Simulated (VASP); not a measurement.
# GaN (F-43m) in VASP: further runs

One crystal, GaN, is run at these levels: PBEsol; tasks: relaxation of cell and atoms.

Program: VASP 6.6.1. These are calculated values, not measurements. Logs are shortened: lines on timing, memory, paths and dates and some standing lists are left out, and cuts for length are marked.

## 1. The structure

Symmetry: F-43m, No. 216, cubic system. The conventional cell has a = 4.507 Å, b = 4.507 Å, c = 4.507 Å, α = 90.00°, β = 90.00°, γ = 90.00°. Ga (site symmetry -43m) is surrounded by 4 N at 1.95 Å. N (site symmetry -43m) is surrounded by 4 Ga at 1.95 Å.

The cell was built by a generator and needn't be a form met in nature.

## 2. Relaxation of cell and atoms, PBEsol

Input file INCAR:

```
SYSTEM = GaN
PREC = Accurate ; ENCUT = 600
EDIFF = 1E-6 ; ISMEAR = 0
SIGMA = 0.03 ; LREAL = .FALSE.
LASPH = .TRUE. ; NELM = 80
ALGO = Normal ; ISIF = 3
LWAVE = .FALSE. ; LCHARG = .FALSE.
GGA = PS ; IBRION = 2
NSW = 90 ; EDIFFG = -0.01
KPAR = 8
```

Input file KPOINTS:

```
Automatic mesh
0
G
  14 14 14
  0 0 0
```

Input file POSCAR:

```
GaN
1.0
    0.0000000000      2.2535006100      2.2535006100
    2.2535006100      0.0000000000      2.2535006100
    2.2535006100      2.2535006100      0.0000000000
Ga N
1 1
Direct
    0.0000000000      0.0000000000      0.0000000000
    0.2500000000      0.2500000000      0.2500000000
```

Potentials or basis: VASP PAW PBE potentials, release 64 (Ga_d, N).

Started as:

```
> cat potpaw_PBE.64/Ga_d/POTCAR potpaw_PBE.64/N/POTCAR > POTCAR
> mpirun -np 8 vasp_std > vasp.out
```

OUTCAR:

```text
SYSTEM = GaN
   PREC = Accurate
   ENCUT = 600
   EDIFF = 1E-6
   ISMEAR = 0
   LREAL = .FALSE.
   LASPH = .TRUE.
   NELM = 80
   ISIF = 3
   GGA = PS
   IBRION = 2
   NSW = 90
   EDIFFG = -0.01

 ion  position               nearest neighbor table
   1  0.000  0.000  0.000-   2 1.95   2 1.95   2 1.95   2 1.95
   2  0.250  0.250  0.250-   1 1.95   1 1.95   1 1.95   1 1.95

  LATTYP: Found a face centered cubic cell.
 ALAT       =     4.5070012200

  Lattice vectors:

 A1 = (   0.0000000000,   2.2535006100,   2.2535006100)
 A2 = (   2.2535006100,   0.0000000000,   2.2535006100)
 A3 = (   2.2535006100,   2.2535006100,   0.0000000000)

Analysis of symmetry for initial positions (statically):
=====================================================================
 Subroutine PRICEL returns:
 Original cell was already a primitive cell.

 Routine SETGRP: Setting up the symmetry group for a
 face centered cubic supercell.

 Subroutine GETGRP returns: Found 24 space group operations
 (whereof 24 operations were pure point group operations)
 out of a pool of 48 trial point group operations.

The static configuration has the point symmetry T_d .

Analysis of symmetry for dynamics (positions and initial velocities):
=====================================================================
 Subroutine PRICEL returns:
 Original cell was already a primitive cell.

 Routine SETGRP: Setting up the symmetry group for a
 face centered cubic supercell.

 Subroutine GETGRP returns: Found 24 space group operations
 (whereof 24 operations were pure point group operations)
 out of a pool of 48 trial point group operations.

The dynamic configuration has the point symmetry T_d .

 Subroutine INISYM returns: Found 24 space group operations
 (whereof 24 operations are pure point group operations),
 and found     1 'primitive' translations

----------------------------------------------------------------------------------------

                                     Primitive cell

  volume of cell :      22.8877

  direct lattice vectors                    reciprocal lattice vectors
     0.000000000  2.253500610  2.253500610    -0.221877020  0.221877020  0.221877020
     2.253500610  0.000000000  2.253500610     0.221877020 -0.221877020  0.221877020
     2.253500610  2.253500610  0.000000000     0.221877020  0.221877020 -0.221877020

  length of vectors
     3.186931125  3.186931125  3.186931125     0.384302272  0.384302272  0.384302272

  position of ions in fractional coordinates (direct lattice)
     0.000000000  0.000000000  0.000000000
     0.250000000  0.250000000  0.250000000

  ion indices of the primitive-cell ions
[... 101 lines left out ...]
   LHFCALC =     F    Hartree Fock is set to
   AEXX    =    0.0000 exact exchange contribution
   IVDW    =     0    specifies the selected vdW correction
   LEPSILON=     F    determine dielectric tensor
   LRPA    =     F    only Hartree local field effects (RPA)
 conjugate gradient relaxation of ions
 non-spin polarized calculation
 Gauss-broadening in eV      SIGMA  =   0.03
  energy-cutoff  :      600.00
  volume of cell :       22.89
 maximum number of plane-waves:       778
 NGX is ok and might be reduce to    28
   NGX = 13   NGY = 13   NGZ = 13

--------------------------------------- Ionic step        1  -------------------------------------------

 number of electron      18.0000005 magnetization

 Free energy of the ion-electron system (eV)
  ---------------------------------------------------
  ext. energy  EPLUGINS =         0.00000000
  ---------------------------------------------------
  free energy    TOTEN  =       -13.12380297 eV

  energy without entropy =      -13.12380297  energy(sigma->0) =      -13.12380297

------------------------ aborting loop because EDIFF is reached ----------------------------------------

  FORCE on cell =-STRESS in cart. coord.  units (eV):
  Direction    XX          YY          ZZ          XY          YZ          ZX
  --------------------------------------------------------------------------------------
  -------------------------------------------------------------------------------------
  Total       -0.2145649     -0.2145649     -0.2145649      0.0000000      0.0000000      0.0000000
  in kB      -15.0198748    -15.0198748    -15.0198748      0.0000000      0.0000000      0.0000000
  external PRESSURE =     -15.0198748 kB  Pullay stress =       0.0000000 kB
[... 131 lines left out ...]
--------------------------------------- Ionic step        5  -------------------------------------------

 number of electron      18.0000004 magnetization

 Free energy of the ion-electron system (eV)
  ---------------------------------------------------
  ext. energy  EPLUGINS =         0.00000000
  ---------------------------------------------------
  free energy    TOTEN  =       -13.12464052 eV

  energy without entropy =      -13.12464052  energy(sigma->0) =      -13.12464052

 E-fermi :   5.4394     XC(G=0): -11.9480

 val. band max:        5.2426118324   @ k =   0.0000   0.0000   0.0000
 cond. band min:       6.9803946824   @ k =   0.0000   0.0000   0.0000
 fundamental gap:      1.7377828499
 Fermi energy:         5.4394118949

 k-point     1 :       0.0000    0.0000    0.0000
  band No.  band energies     occupation
      1     -10.7638      2.00000
      2      -8.1687      2.00000
      3      -8.1687      2.00000
      4      -8.1687      2.00000
      5      -7.8347      2.00000
      6      -7.8347      2.00000
      7       5.2426      2.00000
      8       5.2426      2.00000
      9       5.2426      2.00000
     10       6.9804      0.00000
     11      15.4989      0.00000
     12      15.4989      0.00000
     13      15.4989      0.00000
[... 354 lines left out ...]
  band No.  band energies     occupation
      1     -10.0938      2.00000
      2      -8.0859      2.00000
      3      -8.0607      2.00000
      4      -7.9328      2.00000
      5      -7.8031      2.00000
      6      -7.6985      2.00000
      7       1.5094      2.00000
      8       4.0949      2.00000
      9       4.1303      2.00000
     10       9.8856      0.00000
     11      13.2998      0.00000
     12      15.6585      0.00000
     13      16.6009      0.00000

 [... further k-points ...]

------------------------ aborting loop because EDIFF is reached ----------------------------------------

  FORCE on cell =-STRESS in cart. coord.  units (eV):
  Direction    XX          YY          ZZ          XY          YZ          ZX
  --------------------------------------------------------------------------------------
  -------------------------------------------------------------------------------------
  Total        0.0127431      0.0127431      0.0127431     -0.0000000     -0.0000000      0.0000000
  in kB        0.8996899      0.8996899      0.8996899     -0.0000000     -0.0000000      0.0000000
  external PRESSURE =       0.8996899 kB  Pullay stress =       0.0000000 kB
[... 17 lines left out ...]
  FREE ENERGIE OF THE ION-ELECTRON SYSTEM (eV)
  ---------------------------------------------------
  free  energy   TOTEN  =       -13.1246405217 eV

  energy  without entropy=      -13.1246405217  energy(sigma->0) =      -13.12464052

 reached required accuracy - stopping structural energy minimisation
```

CONTCAR:

```text
GaN
   1.00000000000000
     0.0000000000000000    2.2470932288194954    2.2470932288194954
     2.2470932288194954    0.0000000000000000    2.2470932288194954
     2.2470932288194954    2.2470932288194954    0.0000000000000000
  Ga              N
     1     1
Direct
     0.0000000000000000    0.0000000000000000    0.0000000000000000
     0.2500000000000000    0.2500000000000000    0.2500000000000000

  0.00000000E+00  0.00000000E+00  0.00000000E+00
  0.00000000E+00  0.00000000E+00  0.00000000E+00
```

Wall time 31 s (8 MPI ranks of Intel Xeon Platinum 8259CL at 2.50GHz (Skylake/Cascade Lake), shared host); peak memory 0.21 GiB.

What came out:

* Free energy: -13.1246 eV
* Relaxed volume: 11.35 Å³/atom
* Relaxed cell: a = 3.178 Å, b = 3.178 Å, c = 3.178 Å, α = 60.00°, β = 60.00°, γ = 60.00°
* Space group after relaxing (to 0.05 Å): F-43m (No. 216)
* Energy gained by relaxing: 0.4 meV/atom
* Ionic steps: 5
* Pressure after relaxing: 0.1 GPa
* Band gap on the k mesh: 1.74 eV, direct

The path:
```csv
step,energy change (eV),largest force (eV/Å),pressure (GPa),volume (Å³)
1,0.0000,0.0000,-1.50,22.89
2,-0.0001,0.0000,1.75,22.53
3,-0.0008,0.0000,-0.16,22.70
4,-0.0008,0.0000,0.19,22.69
5,-0.0008,0.0000,0.09,22.69
```

Final structure:
```
Ga N
1.0
     0.00000    2.24709    2.24709
     2.24709    0.00000    2.24709
     2.24709    2.24709    0.00000
Ga N
1 1
Cartesian
  0.0000 0.0000 0.0000
  1.1235 1.1235 1.1235
```

Caveat: the PAW data sets were made with another functional, which shifts forces and pressure a little.

[end of part 1 of 2]
